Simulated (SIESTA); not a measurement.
Runs of SIESTA 5.4.2 on W. It takes space group Im-3m (No. 229, cubic). The conventional cell has a = 3.165 Å, b = 3.165 Å, c = 3.165 Å, α = 90.00°, β = 90.00°, γ = 90.00°. W (site symmetry m-3m) has 8 W at 2.74 Å as nearest neighbours. 

| task | potentials or basis | spin | cell | k mesh | gap on the mesh (eV) | pressure (GPa) |
| --- | --- | --- | --- | --- | --- | --- |
| single point | PseudoDojo 0.4 standard (PBEsol files), DZP (energy shift 0.003 Ry; two zetas on semicore shells) | off | as given | 12 × 12 × 12 | none | 0.9 |
| band structure | PseudoDojo 0.4 standard (PBEsol files), DZP (energy shift 0.003 Ry; two zetas on semicore shells) | off | as given | 9 × 9 × 9 | none | (a) |
| single point | PseudoDojo 0.4 standard (PBEsol files), DZP (energy shift 0.003 Ry; two zetas on semicore shells) | off | cell strained at random at fixed volume | 12 × 12 × 12 | none | 1.3 |
| band structure | PseudoDojo 0.4 standard (PBEsol files, fully relativistic), DZP (energy shift 0.003 Ry; two zetas on semicore shells) | non-collinear, zero start, SOC | as given | 9 × 9 × 9 | none | -2.1 |

Alike in all rows: level PBEsol; smearing fermi-dirac 0.05 eV; grid cutoff 800 Ry; energy shift 0.003 Ry.

Task: Estimate the missing entries.

Result: (a) 0.4.

Caveats: short orbitals over semicore shells can move pressures by several GPa; the basis of atomic orbitals isn't converged, which shifts pressures, moduli and gaps; spin-orbit coupling is left out, which moves the levels of the heavy elements (some runs).

A k mesh can miss the band edges, and rows without SOC leave out spin-orbit coupling on W.

A gap of «none» marks a metal or a gap under the smearing width.
